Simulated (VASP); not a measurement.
# BN (P1) in VASP: evGW quasiparticle levels with PBEsol

Aim: the evGW quasiparticle levels of BN with PBEsol.

All numbers are computed with VASP 6.6.1; they aren't measurements. Logs are shortened: lines on timing, memory, paths and dates and some standing lists are left out, and cuts for length are marked.

## (1) Starting point

The typed cell holds 2 atoms: a = 2.508 Å, b = 2.508 Å, c = 3.274 Å, α = 101.11°, β = 101.11°, γ = 119.81°.

The cell comes from a database or a generator and needn't be the stable form of this composition.

## (2) EvGW quasiparticle levels, PBEsol

POSCAR reads:

```
BN
1.0
    2.5080409239      0.0000000000      0.0000000000
   -1.2467107647      2.1762310413      0.0000000000
   -0.6306650796     -1.0881155206      3.0225400000
N B
1 1
Direct
    0.6685060000      0.3323850000      0.9849990000
    0.9796430000      0.9834990000      0.0018060000
```

INCAR.step1 reads:

```
SYSTEM = BN
ALGO = Fast
EDIFF = 1E-8
ENCUT = 500
GGA = PS
ISMEAR = 0
LASPH = .True.
LCHARG = .False.
LREAL = .False.
LWAVE = .True.
NELM = 100
PREC = Accurate
SIGMA = 0.01
```

INCAR.step2 reads:

```
SYSTEM = BN
ALGO = Exact
EDIFF = 1E-8
ENCUT = 500
GGA = PS
ISMEAR = 0
ISTART = 1
LASPH = .True.
LCHARG = .False.
LOPTICS = .True.
LREAL = .False.
LWAVE = .True.
NBANDS = 44
NELM = 1
PREC = Accurate
SIGMA = 0.01
```

INCAR.step3 reads:

```
SYSTEM = BN
ALGO = EVGW
EDIFF = 1E-8
ENCUT = 500
ENCUTGW = 150
GGA = PS
ISMEAR = 0
ISTART = 1
LASPH = .True.
LCHARG = .False.
LREAL = .False.
LWAVE = .False.
NBANDS = 44
NBANDSGW = 12
NELMGW = 4
NOMEGA = 48
PREC = Accurate
PRECFOCK = Fast
SIGMA = 0.01
```

KPOINTS reads:

```
k-points
0
Gamma
  6 6 4
  0 0 0
```

Potentials or basis: VASP PAW PBE potentials, release 64 (N_GW, B_GW).

Command:

```bash
$ cat potpaw_PBE.64/N_GW/POTCAR potpaw_PBE.64/B_GW/POTCAR > POTCAR
$ cp INCAR.step1 INCAR
$ mpirun -np 1 vasp_std > vasp.out
$ cp INCAR.step2 INCAR
$ mpirun -np 1 vasp_std > vasp.out
$ cp INCAR.step3 INCAR
$ mpirun -np 1 vasp_std > vasp.out
```

OUTCAR:

```text
SYSTEM = BN
   EDIFF = 1E-8
   ENCUT = 500
   ENCUTGW = 150
   GGA = PS
   ISMEAR = 0
   ISTART = 1
   LASPH = .True.
   LREAL = .False.
   NELMGW = 4
   PREC = Accurate
   PRECFOCK = Fast

 ion  position               nearest neighbor table
   1  0.669  0.332  0.985-   2 1.40   2 1.43   2 1.52
   2  0.980  0.983  0.002-   1 1.40   1 1.43   1 1.52

  LATTYP: Found a face centered orthorhombic cell.
 ALAT       =     2.5153400000
 B/A-ratio  =     1.7253460765
 C/A-ratio  =     2.4032854405

  Lattice vectors:

 A1 = (  -1.8773758443,   1.0881155207,   3.0225400000)
 A2 = (   0.6306650796,   1.0881155207,   3.0225400000)
 A3 = (  -1.2467107647,   2.1762310413,   0.0000000000)

Analysis of symmetry for initial positions (statically):
=====================================================================
 Subroutine PRICEL returns:
 Original cell was already a primitive cell.

 Routine SETGRP: Setting up the symmetry group for a
 face centered orthorhombic supercell.

 Subroutine GETGRP returns: Found  1 space group operations
 (whereof  1 operations were pure point group operations)
 out of a pool of  8 trial point group operations.

The static configuration has the point symmetry C_1 .

Analysis of symmetry for dynamics (positions and initial velocities):
=====================================================================
 Subroutine PRICEL returns:
 Original cell was already a primitive cell.

 Routine SETGRP: Setting up the symmetry group for a
 face centered orthorhombic supercell.

 Subroutine GETGRP returns: Found  1 space group operations
 (whereof  1 operations were pure point group operations)
 out of a pool of  8 trial point group operations.

The dynamic configuration has the point symmetry C_1 .

 Subroutine INISYM returns: Found  1 space group operations
 (whereof  1 operations are pure point group operations),
 and found     1 'primitive' translations

----------------------------------------------------------------------------------------

                                     Primitive cell

  volume of cell :      16.4973

  direct lattice vectors                    reciprocal lattice vectors
     2.508040924  0.000000000  0.000000000     0.398717577  0.228415773  0.165423783
    -1.246710765  2.176231041  0.000000000     0.000000000  0.459510034  0.165423783
    -0.630665080 -1.088115521  3.022540000     0.000000000  0.000000000  0.330847565

  length of vectors
     2.508040924  2.508040924  3.273756540     0.488379462  0.488379462  0.330847565

  position of ions in fractional coordinates (direct lattice)
     0.668506000  0.332385000  0.984999000
     0.979643000  0.983499000  0.001806000

  ion indices of the primitive-cell ions
   primitive index   ion index
                 1           1
                 2           2

----------------------------------------------------------------------------------------

 KPOINTS: k-points

Automatic generation of k-mesh.
 Grid dimensions read from file:
 generate k-points for:    6    6    4

 Generating k-lattice:

  Cartesian coordinates                     Fractional coordinates (reciprocal lattice)
     0.066452929  0.038069295  0.027570630     0.166666667 -0.000000000  0.000000000
     0.000000000  0.076585006  0.027570630     0.000000000  0.166666667  0.000000000
     0.000000000  0.000000000  0.082711891     0.000000000  0.000000000  0.250000000

  Length of vectors
     0.081396577  0.081396577  0.082711891

  Shift w.r.t. Gamma in fractional coordinates (k-lattice)
     0.000000000  0.000000000  0.000000000

 -----------------------------------------------------------------------------
|                                                                             |
|           W    W    AA    RRRRR   N    N  II  N    N   GGGG   !!!           |
|           W    W   A  A   R    R  NN   N  II  NN   N  G    G  !!!           |
|           W    W  A    A  R    R  N N  N  II  N N  N  G       !!!           |
|           W WW W  AAAAAA  RRRRR   N  N N  II  N  N N  G  GGG   !            |
|           WW  WW  A    A  R   R   N   NN  II  N   NN  G    G                |
|           W    W  A    A  R    R  N    N  II  N    N   GGGG   !!!           |
|                                                                             |
|     Your reciprocal lattice and k-lattice belong to different lattice       |
|     classes:                                                                |
|                                                                             |
|        The reciprocal lattice is body-centered orthorhombic,                |
|        whereas your k-lattice is base-centered monoclinic.                  |
|                                                                             |
|     Results are often still useful ...                                      |
|                                                                             |
 -----------------------------------------------------------------------------

 WARNING: IBZKPT: internal override: KBLOWUP is changed to .FALSE.
      ... skipping the blow-up phase ...

 Subroutine IBZKPT returns following result:
 ===========================================

 Found     76 irreducible k-points:

 Following reciprocal coordinates:
            Coordinates               Weight
  0.000000  0.000000  0.000000      1.000000
  0.166667  0.000000  0.000000      2.000000
  0.333333  0.000000  0.000000      2.000000
  0.500000  0.000000  0.000000      1.000000
  0.000000  0.166667  0.000000      2.000000
  0.166667  0.166667  0.000000      2.000000
[... 16 lines left out ...]
  0.333333  0.000000  0.250000      2.000000
  0.500000  0.000000  0.250000      2.000000
 [... further k-points ...]
   k-points           NKPTS =     76   k-points in BZ     NKDIM =    144   number of bands    NBANDS=     44
   number of dos      NEDOS =    301   number of ions     NIONS =      2
   total plane-waves  NPLWV =   7776
   dimension x,y,z NGX =    18 NGY =   18 NGZ =   24
   dimension x,y,z NGXF=    36 NGYF=   36 NGZF=   48
   ions per type =               1   1
   NGX,Y,Z   is equivalent  to a cutoff of  11.93, 11.93, 12.19 a.u.
   NGXF,Y,Z  is equivalent  to a cutoff of  23.86, 23.86, 24.38 a.u.
 SYSTEM =  BN
   PREC   = accura    normal or accurate (medium, high low for compatibility)
   ISTART =      1    job   : 0-new  1-cont  2-samecut
   ICHARG =      0    charge: 1-file 2-atom 10-const
   ISPIN  =      1    spin polarized calculation?
   LNONCOLLINEAR =      F non collinear calculations
   LSORBIT =      F    spin-orbit coupling
   LASPH  =      T    aspherical Exc in radial PAW
   ENCUT  =  500.0 eV  36.75 Ry    6.06 a.u.   4.57  4.57  5.97*2*pi/ulx,y,z
   NELM   =     60;   NELMIN=  2; NELMDL=  0     # of ELM steps
   EDIFF  = 0.1E-07   stopping-criterion for ELM
   LREAL  =      F    real-space projection
   EDIFFG = 0.1E-06   stopping-criterion for IOM
   NSW    =      0    number of steps for IOM
   IBRION =     -1    ionic relax: 0-MD 1-quasi-New 2-CG
   NFREE  =      0    steps in history (QN), initial steepest desc. (CG)
   ISIF   =      0    stress and relaxation
   ISYM   =      3    0-nonsym 1-usesym 2-fastsym
   POTIM  = 0.5000    time-step for ionic-motion
   TEBEG  =    0.0;   TEEND  =   0.0 temperature during run
   PSTRESS=    0.0 pullay stress
   NELECT =       8.0000    total number of electrons
   NUPDOWN=      -1.0000    fix difference up-down
   EMIN   =  10.00;   EMAX   =-10.00  energy-range for DOS
   EFERMI =   0.00;   METHOD = LEGACY
   ISMEAR =     0;   SIGMA  =   0.01  broadening in eV -4-tet -1-fermi 0-gaus
   EFERMI_NEDOS =   21; number of points for ismear=-14 and -15
   IALGO  =     38    algorithm
   IMIX   =      4    mixing-type and parameters
     AMIX     =   0.40;   BMIX     =  1.00
     AMIX_MAG =   1.60;   BMIX_MAG =  1.00
  volume/ion in A,a.u.               =       8.25        55.66
  Fermi-wavevector in a.u.,A,eV,Ry     =   1.286178  2.430523 22.507475  1.654253
  Thomas-Fermi vector in A             =   2.418268
   LORBIT       =      0    0 simple, 1 ext, 2 COOP (PROOUT), +10 PAW based schemes
   GGA     = PS    functional components
   LHFCALC =     T    Hartree Fock is set to
   PRECFOCK=fast      Normal, Fast or Accurate (Low or Medium for compatibility)
   ENCUT4O =  -1.0   cutoff for four orbital integrals eV
   NKREDX  =     1    reduce k-point grid by
   NKREDY  =     1    reduce k-point grid by
   NKREDZ  =     1    reduce k-point grid by
   AEXX    =    1.0000 exact exchange contribution
   HFSCREEN=    0.0000 screening length (either q_TF or 0.3 A-1)
   HFSCREENC=   0.0000 screening length for correlation (either q_TF or 0.3 A-1)
   ENCUTFOCK=  -1.0 apply spherical cutoff to Coloumb kernel
   IVDW    =     0    specifies the selected vdW correction
   LEPSILON=     F    determine dielectric tensor
   LRPA    =     F    only Hartree local field effects (RPA)
   LRPAFORCE           =     F    calculate RPA forces
   ENCUTGW             = 150.0    cutoff for response function in eV
   ENCUTGWSOFT         = 120.0    soft cutoff for Coulomb kernel in GW response function in eV
   ENCUTLF             =  -1.0    cutoff for local field effects
   NELMGW              =     4    number of iterations in solving QP/BSE equation
   NELMHF              =     1    number of iterations in the inner HF iteration
   NKREDLFX            =     1    NKREDLFY  =   1   NKREDLFZ  =   1
 non-spin polarized calculation
 Gauss-broadening in eV      SIGMA  =   0.01
  energy-cutoff  :      500.00
  volume of cell :       16.50
 maximum number of plane-waves:       432
  NGX = 12; NGY = 12; NGZ = 16
   NGX =  9   NGY =  9   NGZ = 11
 maximum number of plane-waves:        81

 QP shifts <psi_nk| G(iteration)W_0 |psi_nk>: iteration 1
 for sc-GW calculations column KS-energies equals QP-energies in previous step
 and V_xc(KS)=  KS-energies - (<T + V_ion + V_H > + <T+V_H+V_ion>^1  + <V_x>^1)

 k-point   1 :       0.0000    0.0000    0.0000
  band No.  KS-energies  QP-energies   sigma(KS)   V_xc(KS)     V^pw_x(r,r')   Z            occupation Imag(sigma)

      1     -14.8784     -16.5654     -18.0897     -15.7349     -26.4558       0.7164       2.0000       1.3765
      2      -0.4378      -1.3591     -16.0853     -14.8514     -19.6761       0.7467       2.0000       0.1872
      3       0.9215      -0.0223     -19.2936     -18.0929     -22.8622       0.7861       2.0000       0.1145
      4       2.5429       1.7036     -19.1176     -18.0634     -22.2348       0.7962       2.0000       0.1000
      5       8.6596       9.3019      -9.4635     -10.2449      -5.3696       0.8220       0.0000      -0.1048
      6      13.5330      15.2766     -12.0911     -14.2681      -7.2664       0.8009       0.0000      -0.1281
      7      15.6215      17.3697     -12.0633     -14.2483      -7.0848       0.8001       0.0000      -0.1481
      8      16.2567      17.7099     -12.8700     -14.7907      -5.9088       0.7566       0.0000      -0.7243
      9      18.2063      19.4791     -12.0830     -13.7170      -6.2956       0.7789       0.0000      -0.2973
     10      28.4487      29.4852      -9.1923     -10.4910      -2.6737       0.7981       0.0000      -0.9957
     11      30.4205      31.5888      -9.1260     -10.5538      -3.3591       0.8182       0.0000      -0.9204
     12      31.3350      32.3607      -8.3929      -9.6444      -2.4238       0.8196       0.0000      -0.9592

 k-point   2 :       0.1667    0.0000    0.0000
  band No.  KS-energies  QP-energies   sigma(KS)   V_xc(KS)     V^pw_x(r,r')   Z            occupation Imag(sigma)
[... 1517 lines left out ...]
      1     -13.9211     -13.9917     -19.7364       5.7247     -26.9153       0.7790       2.0000       0.7572
      2      -7.8537      -7.9160     -17.3818       9.4475     -22.0784       0.7726       2.0000       0.2365
      3      -3.1378      -3.1807     -18.9585      15.7677     -22.7593       0.8106       2.0000       0.1115
      4       0.4091       0.3792     -16.1865      16.5589     -18.8041       0.8134       2.0000       0.0845
      5      10.0174      10.0446     -10.8034      20.8534      -6.6022       0.8340       0.0000      -0.0942
      6      14.1128      14.1450     -11.1668      25.3182      -6.5603       0.8353       0.0000      -0.1055
      7      18.0890      18.1261      -9.4102      27.5437      -4.6497       0.8335       0.0000      -0.1479
      8      21.3729      21.4121      -8.9676      30.3875      -3.3080       0.8355       0.0000      -0.3925
      9      26.9664      27.0164     -12.5998      39.6286      -5.7822       0.8018       0.0000      -0.6005
     10      27.8320      27.8817     -12.3885      40.2826      -5.6866       0.8015       0.0000      -0.5517
     11      28.6066      28.6441      -9.8265      38.4782      -4.0554       0.8329       0.0000      -0.5334
     12      33.5825      33.6271      -9.7715      43.4090      -3.3592       0.8112       0.0000      -0.6892

 [... further k-points ...]
```

It took 17 min on 1 thread of AMD EPYC 9R45 (Zen 5), shared host; peak memory 0.39 GiB.

Results:

* Band gap on the k mesh, mean-field level: 2.86 eV, indirect (least direct gap 4.45 eV)
* Quasiparticle gap: 4.87 eV
* Least direct quasiparticle gap: 6.77 eV

Levels at points of the mesh, in eV from the valence-band top:
```
           k point  band 1  band 2  band 3  band 4  band 5  band 6  band 7  band 8
(0.00, 0.00, 0.00)  -18.10   -3.66   -2.30   -0.68    5.43   10.31   12.40   13.03
(0.50, 0.00, 0.00)  -14.65   -8.97   -4.71   -1.47    4.94    9.54   13.61   17.18
(0.00, 0.50, 0.00)  -14.82   -9.22   -3.97   -0.95    3.83    9.66   13.88   17.24
(0.50, 0.50, 0.00)  -14.90   -9.41   -4.12    0.00    6.32    9.09   12.38   14.58
(0.00, 0.00, 0.50)  -17.51   -6.98   -2.33   -0.73   10.01   10.77   12.37   12.56
(0.50, 0.00, 0.50)  -14.65   -8.98   -4.71   -1.36    4.61    9.58   13.84   17.40
(0.00, 0.50, 0.50)  -14.82   -9.21   -3.96   -1.05    4.06    9.60   13.76   17.09
(0.50, 0.50, 0.50)  -14.56   -8.86   -4.27   -2.11    2.86    9.20   15.43   19.70
```

Quasiparticle gap after each update of the energies (eV): 4.21, 4.68, 4.83, 4.87

Caveat: the k mesh is coarse (spacing up to 0.52 Å⁻¹), so the values aren't converged; bands, screening cutoff and mesh are small and nothing is extrapolated, so the quasiparticle values aren't converged.
